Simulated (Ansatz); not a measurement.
LaAlO3 (cubic perovskite, Pm-3m), a = b = c = 3.8124 Å, α = β = γ = 90.00°.

Relaxed with PBE.

### Question
Give the optical modes at the zone centre with their infrared and Raman activity from DFPT, PBE (plane waves, PAW; program Ansatz).

### Answer
Transverse frequencies, without the LO–TO term; a row sums one degenerate level.

```csv
ω (cm⁻¹),degeneracy,IR ((D/Å)²/amu),Raman (Å⁴/amu),activity,symmetry
135,3,45.32,0,IR,T1u
269,3,0.00,0,silent,T2u
402,3,53.20,0,IR,T1u
638,3,12.89,0,IR,T1u
```

### Question
How high does the top mode go among those that the LO–TO term moves?

### Answer
712 cm⁻¹ for q along x.

This is a known high-temperature phase of the composition, computed here at zero pressure and temperature. The cell was relaxed with PBE under the symmetry of its start. At this level the phase is dynamically unstable (imaginary phonons). Spin–orbit coupling is left out wherever it is not named.

Potentials: the later of the program's two PAW sets.
